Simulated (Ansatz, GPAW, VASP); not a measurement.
## One calculation of Cu, 3 ways

```
CELL_PARAMETERS angstrom
0.00000 1.80750 1.80750
1.80750 0.00000 1.80750
1.80750 1.80750 0.00000
ATOMIC_POSITIONS crystal
Cu 0.00000 0.00000 0.00000
```

Alike in all runs: task single point; functional PBE; k mesh 13 × 13 × 13; occupations gaussian, width 0.026 eV; no spin polarisation; no spin-orbit coupling. Pressure is positive in compression and, in plane waves, holds the error of the finite cutoff.

```csv
program and potentials,plane-wave cutoff (eV),notes,pressure (GPa)
"Ansatz, all-electron LAPW, scalar-relativistic",-,-,1.65
"VASP, PBE PAW files Cu, 520 eV",520,-,?
"GPAW, GPAW PAW data sets (gpaw-data 1.2.1)",600,-,3.07
```

Problem. Estimate from the other rows what the run with VASP, PBE PAW files Cu, 520 eV gave.

Solution. Pressure 2.20 GPa. The other rows, which needn't bracket it: pressure 1.65 to 3.07.
